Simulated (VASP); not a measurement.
# VASP 6.6.1 run: BeTe

INCAR

```
LCHARG = .FALSE.
SIGMA = 0.02
ISMEAR = -1
PREC = Accurate
LREAL = .FALSE.
IBRION = -1
LASPH = .TRUE.
EDIFF = 1E-9
GGA = PE
NSW = 0
NELM = 120
LWAVE = .FALSE.
ENCUT = 520
NBANDS = 11
ISIF = 2
```

KPOINTS

```
KPOINTS created by Atomic Simulation Environment
0
Gamma
8 8 8
0 0 0
```

POSCAR

```
Be Te
 1.0000000000000000
     0.0000000000000000    2.7437649167000000    2.8909264500999998
     2.7437649167000000    0.0000000000000000    2.8909264500999998
     2.7437649167000000    2.7437649167000000    0.0000000000000000
 Be  Te
   1   1
Cartesian
  0.0000000000000000  0.0000000000000000  0.0000000000000000
  1.3718824583500000  1.3718824583500000  1.4454632250499999
```

The recommended PBE PAW datasets give the neutral cell 8 valence electrons.

Command

```
mpirun -np 1 vasp_std
```

OSZICAR

```
N       E                     dE             d eps       ncg     rms          rms(c)
DAV:   1     0.211611220943E+02    0.21161E+02   -0.33560E+03  1298   0.589E+02
DAV:   2    -0.654868670285E+01   -0.27710E+02   -0.26669E+02  1706   0.950E+01
DAV:   3    -0.773124720794E+01   -0.11826E+01   -0.11808E+01  1699   0.208E+01
DAV:   4    -0.774325302670E+01   -0.12006E-01   -0.12005E-01  1572   0.242E+00
DAV:   5    -0.774346606431E+01   -0.21304E-03   -0.21303E-03  1670   0.311E-01    0.430E+00
DAV:   6    -0.762523350811E+01    0.11823E+00   -0.14238E-01  1496   0.154E+00    0.257E+00
DAV:   7    -0.759057429332E+01    0.34659E-01   -0.11231E-01  1543   0.147E+00    0.522E-01
DAV:   8    -0.759115094608E+01   -0.57665E-03   -0.66570E-03  1472   0.473E-01    0.848E-02
DAV:   9    -0.759139613027E+01   -0.24518E-03   -0.34522E-04  1606   0.110E-01    0.336E-02
DAV:  10    -0.759145874416E+01   -0.62614E-04   -0.80729E-05  1458   0.468E-02    0.168E-02
DAV:  11    -0.759146012265E+01   -0.13785E-05   -0.23743E-06  1661   0.893E-03    0.125E-02
DAV:  12    -0.759146234863E+01   -0.22260E-05   -0.49590E-06  1412   0.131E-02    0.949E-03
DAV:  13    -0.759146245183E+01   -0.10321E-06   -0.44639E-08  1669   0.153E-03    0.322E-03
DAV:  14    -0.759146259729E+01   -0.14546E-06   -0.78676E-09  1492   0.506E-04    0.590E-04
DAV:  15    -0.759146264261E+01   -0.45318E-07   -0.21228E-09  1644   0.222E-04    0.657E-04
DAV:  16    -0.759146261751E+01    0.25103E-07   -0.26733E-10   883   0.789E-05    0.118E-04
DAV:  17    -0.759146261218E+01    0.53278E-08   -0.43307E-11   733   0.348E-05    0.353E-05
DAV:  18    -0.759146261301E+01   -0.83315E-09   -0.11780E-12   688   0.135E-05
   1 F= -.75914626E+01 E0= -.75914626E+01  d E =-.593106E-12
```

From OUTCAR

```
k-points           NKPTS =     59   k-points in BZ     NKDIM =     59   number of bands    NBANDS=     11

   NELECT =       8.0000    total number of electrons

   dimension x,y,z NGX =    30 NGY =   30 NGZ =   30
   dimension x,y,z NGXF=    60 NGYF=   60 NGZF=   60

  energy-cutoff  :      520.00
  volume of cell :       43.53
      direct lattice vectors                 reciprocal lattice vectors
     0.000000000  2.743764917  2.890926450    -0.182231356  0.182231356  0.172954936
     2.743764917  0.000000000  2.890926450     0.182231356 -0.182231356  0.172954936
     2.743764917  2.743764917  0.000000000     0.182231356  0.182231356 -0.172954936

 k-points in reciprocal lattice and weights: KPOINTS created by Atomic Simulation Env
   0.00000000  0.00000000  0.00000000       0.002
   0.12500000 -0.00000000  0.00000000       0.016
   0.25000000 -0.00000000  0.00000000       0.016
   0.37500000  0.00000000  0.00000000       0.016
   0.50000000 -0.00000000  0.00000000       0.008
   0.12500000  0.12500000  0.00000000       0.004
   0.25000000  0.12500000  0.00000000       0.016
   0.37500000  0.12500000  0.00000000       0.016
   ...

 E-fermi :   5.9446

 k-point     1 :       0.0000    0.0000    0.0000
  band No.  band energies     occupation
      1      -7.0786      2.00000
      2       5.1760      2.00000
      3       5.4936      2.00000
      4       5.4936      2.00000
      5       8.9560      0.00000
      6       8.9560      0.00000
      7       9.0681      0.00000
      8       9.3795      0.00000
      9      13.7533      0.00000
     10      15.0940      0.00000
     11      15.9331      0.00000

 k-point     2 :       0.1250   -0.0000    0.0000
  band No.  band energies     occupation
      1      -6.9250      2.00000
      2       4.0322      2.00000
      3       5.0212      2.00000
      4       5.2738      2.00000
      5       8.9312      0.00000
      6       9.3164      0.00000
      7       9.4048      0.00000
      8      10.6435      0.00000
      9      14.1288      0.00000
     10      14.3573      0.00000
     11      15.0961      0.00000

 k-point     3 :       0.2500   -0.0000    0.0000
  band No.  band energies     occupation
      1      -6.4997      2.00000
      2       1.9837      2.00000
      3       4.5081      2.00000
      4       4.8686      2.00000
      5       8.6971      0.00000
      6       9.8795      0.00000
      7       9.9252      0.00000
      8      12.5558      0.00000
      9      14.1362      0.00000
     10      14.6053      0.00000
     11      14.7158      0.00000

 k-point     4 :       0.3750    0.0000    0.0000
  band No.  band energies     occupation
      1      -5.9536      2.00000
      2       0.3485      2.00000
      3       4.1197      2.00000
      4       4.5616      2.00000
      5       8.4969      0.00000
      6       9.9585      0.00000
      7      10.1477      0.00000
      8      13.2835      0.00000
      9      15.0924      0.00000
     10      15.4546      0.00000
     11      15.8617      0.00000

 k-point     5 :       0.5000   -0.0000    0.0000
  band No.  band energies     occupation
      1      -5.6653      2.00000
      2      -0.3145      2.00000
      3       3.9801      2.00000
      4       4.4525      2.00000
      5       8.4221      0.00000
      6       9.9219      0.00000
      7      10.1407      0.00000
      8      13.2243      0.00000
      9      16.2988      0.00000
     10      16.7942      0.00000
     11      17.3534      0.00000

 ...

  Total        1.0736238      1.0736238      0.1117777      0.0000000      0.0000000      0.0000000
  in kB       39.5186290     39.5186290      4.1143864      0.0000000      0.0000000      0.0000000
  external PRESSURE =      27.7172148 kB  Pullay stress =       0.0000000 kB

 POSITION                                       TOTAL-FORCE (eV/Angst)
 -----------------------------------------------------------------------------------
      0.00000      0.00000      0.00000         0.000000     -0.000000      0.000000
      1.37188      1.37188      1.44546        -0.000000      0.000000      0.000000
 -----------------------------------------------------------------------------------
    total drift:                                0.000000      0.000000      0.000000

  FREE ENERGIE OF THE ION-ELECTRON SYSTEM (eV)
  ---------------------------------------------------
  free  energy   TOTEN  =        -7.5914626130 eV

  energy  without entropy=       -7.5914626130  energy(sigma->0) =       -7.59146261
```

It converged. Results: gap between bands v and c on the k mesh 1.69 eV; least direct gap on the k mesh 3.46 eV; pressure 2.8 GPa. Band v is the last that the valence electrons fill when counted band by band, and c is the next.

For comparison, a separate PBE run of the intended cell, on usual settings and not on those above, gives a gap of 1.69 eV on its mesh and a pressure of 2.8 GPa.

The run above took about 27 s on one core of a shared host (Intel Xeon Platinum 8488C) and held 0.19 GiB at most.
